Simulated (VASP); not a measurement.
**Rh: relaxation of the atoms with r2SCAN**

Crystal: Rh.

```
Rh
1.0
     0.00000    1.93983    1.93983
     1.93983    0.00000    1.93983
     1.93983    1.93983    0.00000
Rh
1
Direct
  0.00000 0.00000 0.00000
```

The cell isn't the ideal one: a relaxed cell with its volume scaled by 1.06.

```json
{"Program": "VASP 6.6.1", "Task": "relaxation of the atoms", "Functional": "r2SCAN", "Potentials or basis": "VASP PAW PBE potentials, release 64 (Rh_pv)", "Cutoff": "600 eV", "k mesh": "16 × 16 × 16", "Occupations": "methfessel-paxton, width 0.1 eV", "Spin": "no spin polarisation", "Further INCAR settings": "ALGO = Normal; EDIFF = 1e-07; IBRION = 2; EDIFFG = -0.01; NSW = 40"}
```

```json
{
 "Pressure after relaxing": "-14.1 GPa",
 "Band gap on the k mesh": "none (metal or under the smearing width)"
}
```

Final structure:
```xyz
1
Lattice="0.0000 1.9398 1.9398 1.9398 0.0000 1.9398 1.9398 1.9398 0.0000" Properties=species:S:1:pos:R:3 pbc="T T T"
Rh    0.0000    0.0000    0.0000
```

Levels at points of the mesh, in eV from the Fermi level:
```csv
k point,band 5,band 6,band 7,band 8,band 9,band 10
"(0.00, 0.00, 0.00)",-2.86,-2.86,-2.86,-0.96,-0.96,16.76
"(0.50, 0.00, 0.00)",-2.96,-2.96,0.55,0.55,1.00,8.49
"(0.50, 0.50, 0.00)",-5.61,0.48,0.97,0.97,3.43,12.14
```

It took 41 s on 1 thread of Intel(R) Xeon(R) 6975P-C (Granite Rapids), with other jobs on the host, peak memory 0.17 GiB.

Caveat: the relaxation stopped at its first step, so nothing moved; the PAW data sets were made with another functional, which shifts forces and pressure a little.
